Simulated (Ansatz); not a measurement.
TiAl$_{3}$: do energies and stresses tell the same story?

The calculation used Ansatz 0.2.0, DFT PBE, scalar-relativistic, plane waves, PAW.

Plane waves to 420 eV, a k mesh through Γ of 10×10×10 on the computed 4-atom cell and Gaussian smearing (0.10 eV); no spin polarisation.

Relaxed cell: Pm-3m, a = 3.980 Å, b = 3.980 Å, c = 3.980 Å, α = 90.00°, β = 90.00°, γ = 90.00°, 4 atoms in the primitive cell. This form isn't the usual stable structure of the compound.

Energies at zero smearing and pressures from the stress tensor, at volumes with shape and atoms relaxed:
```tsv
V (Å³/atom)	E − E(first) (meV/atom)	P (GPa)
13.867	0.00	17.55
14.340	-43.48	12.11
14.812	-72.09	7.44
15.285	-87.94	3.43
15.758	-92.82	0.00
16.231	-88.28	-2.95
16.703	-75.66	-5.49
17.334	-48.24	-8.31
```

Problem. Check P = −dE/dV between neighbouring volumes, and get the bulk modulus from the pressures alone.

Solution. With 1 eV/Å³ = 160.2 GPa:
```json
{"middle V (Å³/atom)": "14.103", "−ΔE/ΔV (GPa)": "14.737", "mean P (GPa)": "14.826"}
{"middle V (Å³/atom)": "14.576", "−ΔE/ΔV (GPa)": "9.696", "mean P (GPa)": "9.772"}
{"middle V (Å³/atom)": "15.049", "−ΔE/ΔV (GPa)": "5.370", "mean P (GPa)": "5.437"}
{"middle V (Å³/atom)": "15.522", "−ΔE/ΔV (GPa)": "1.654", "mean P (GPa)": "1.716"}
{"middle V (Å³/atom)": "15.994", "−ΔE/ΔV (GPa)": "-1.537", "mean P (GPa)": "-1.479"}
{"middle V (Å³/atom)": "16.467", "−ΔE/ΔV (GPa)": "-4.276", "mean P (GPa)": "-4.221"}
{"middle V (Å³/atom)": "17.019", "−ΔE/ΔV (GPa)": "-6.970", "mean P (GPa)": "-6.896"}
```

The two differ by 0.09 GPa at most. The mean of two end pressures misses the average over a step by about ΔV² P″/12, up to 0.07 GPa here; with that taken off 0.02 GPa remains. Around V = 15.758 Å³/atom, the two neighbours give B = −V ΔP/ΔV = 15.758 × 6.39 / 0.945 = 106.5 GPa, against B0 = 106.1 GPa from the Birch–Murnaghan fit of the energies.